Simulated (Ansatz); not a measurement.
# AlN (wurtzite to rock salt path): the cost of one run

Method: DFT PBEsol, scalar-relativistic, plane waves, PAW, in Ansatz 0.2.0.

### 1 The system as given

The structure is hexagonal, space group P6_3mc (No. 186). Conventional cell: a = 3.068 Å, b = 3.068 Å, c = 4.908 Å, α = 90.00°, β = 90.00°, γ = 120.00°. Al (site symmetry 3m) is surrounded by 4 N at 1.86 to 1.87 Å. N (site symmetry 3m) has 4 Al at 1.86 to 1.87 Å as nearest neighbours.

As a file:

```xyz
4
Lattice="1.5338 -2.6566 0.0000 1.5338 2.6566 0.0000 0.0000 0.0000 4.9083" Properties=species:S:1:pos:R:3 pbc="T T T"
Al    0.0000    0.0000    0.0000
Al    1.5338   -0.8855    2.4541
N     0.0000    0.0000    1.8750
N     1.5338   -0.8855    4.3291
```

### 2 Relaxing cell and atoms: AlN (wurtzite to rock salt path), no spin, 20 GPa

input.yaml

```yaml
crystal:
  lattice:
    - [1.5338305253, -2.6565944697, 0.0]
    - [1.5338305253, 2.6565944697, 0.0]
    - [0.0, 0.0, 4.9082576808]
  atoms:
    - { symbol: Al, position: [0.0, 0.0, 0.0] }
    - { symbol: Al, position: [0.6666666667, 0.3333333333, 0.5] }
    - { symbol: "N", position: [0.0, 0.0, 0.382] }
    - { symbol: "N", position: [0.6666666667, 0.3333333333, 0.882] }
scf:
  occupations: { method: fixed }
output:
  forces: true
  stress: true
  eigenvalues: true
  write_density: true
  write_potential: true
  elf: true
  volumetric_format: npy
hamiltonian:
  xc: pbesol
basis:
  ecutwfc: 520
kpoints:
  mp_grid: { grid: [9, 9, 7] }
relax:
  f_tol: 0.01
  max_steps: 50
  cell: { stress_tol: 0.05, p_target: 20, fix: [shape] }
```

Launch:

```
ansatz run input.yaml --threads 2 --pin off --max-ram 6144MiB --backend cpu --events-out ev --progress --plain --runs-dir out
```

Q: Estimate wall time and peak memory on 2 threads of Arm Neoverse V2, shared host.

About 18 s, with a peak of 0.39 GiB.
